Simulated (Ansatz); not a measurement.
CdS (4H polytype), relaxed with r2SCAN. Cd is surrounded by 4 S at 2.54–2.55 Å; Cd is surrounded by 4 S at 2.55 Å; S is surrounded by 4 Cd at 2.55 Å; S is surrounded by 4 Cd at 2.54–2.55 Å.

Space group P6_3mc (No. 186). a = 4.161 Å, b = 4.161 Å, c = 13.554 Å, α = 90.00°, β = 90.00°, γ = 120.00°

| atom | site | symmetry | x | y | z |
| --- | --- | --- | --- | --- | --- |
| Cd | 2a | 3m. | 0.0000 | 0.0000 | 0.9997 |
| Cd | 2b | 3m. | 0.3333 | 0.6667 | 0.2499 |
| S | 2a | 3m. | 0.0000 | 0.0000 | 0.1876 |
| S | 2b | 3m. | 0.3333 | 0.6667 | 0.4378 |

5 runs of Ansatz 0.2.0 on this cell differ in the functional (and in the settings that go with it). Levels are in eV from each run's valence top; v1 is the last filled band, c1 the first empty one.

Run A, mean stress +5.3 GPa (compression positive):
```
point     v2     v1     c1     c2
    Γ   0.00   0.00   8.46  10.23
    M  -1.11  -0.92  10.47  10.53
    K  -1.75  -1.37  12.15  12.15
    A  -0.15  -0.15   9.24   9.24
    L  -1.14  -1.14  10.92  10.92
    H  -1.63  -1.63  11.73  11.73
```

Run B, mean stress -3.7 GPa (compression positive):
```
point     v2     v1    c1    c2
    Γ   0.00   0.00  0.85  2.45
    M  -0.90  -0.74  2.87  3.13
    K  -1.41  -1.11  4.14  4.50
    A  -0.12  -0.12  1.77  1.77
    L  -0.92  -0.92  3.26  3.26
    H  -1.30  -1.30  4.25  4.25
```

Run C, mean stress +0.1 GPa (compression positive):
```
point     v2     v1    c1    c2
    Γ   0.00   0.00  2.79  4.44
    M  -0.95  -0.79  4.86  5.06
    K  -1.51  -1.18  6.21  6.60
    A  -0.13  -0.13  3.62  3.62
    L  -0.98  -0.98  5.29  5.29
    H  -1.39  -1.39  6.24  6.24
```

Run D, mean stress +0.2 GPa (compression positive):
```
point     v2     v1    c1    c2
    Γ   0.00   0.00  2.15  3.75
    M  -0.93  -0.77  4.17  4.37
    K  -1.47  -1.16  5.50  5.88
    A  -0.12  -0.12  2.96  2.96
    L  -0.96  -0.96  4.59  4.59
    H  -1.36  -1.36  5.54  5.54
```

Run E, mean stress 0.0 GPa (compression positive):
```
point     v2     v1    c1    c2
    Γ   0.00   0.00  1.59  3.14
    M  -0.89  -0.73  3.55  3.75
    K  -1.40  -1.10  4.84  5.18
    A  -0.12  -0.12  2.40  2.40
    L  -0.91  -0.91  3.94  3.94
    H  -1.30  -1.30  4.87  4.87
```

Task: Match the runs to LDA, r2SCAN, HSE06, PBE0, Hartree-Fock.

Result: A is Hartree-Fock, B is LDA, C is PBE0, D is HSE06, E is r2SCAN. In order of the gap: LDA 0.85, r2SCAN 1.59, HSE06 2.15, PBE0 2.79, Hartree-Fock 8.46 eV.

Values at 0 K without nuclear motion; spin polarisation is off, and the phase may be a hypothetical one.

The runs are scalar-relativistic, without spin-orbit coupling.

The program warns that its thresholds are loose for a hybrid's stress.

The meshes of the hybrids are coarse, so their gaps aren't converged to the digits shown.
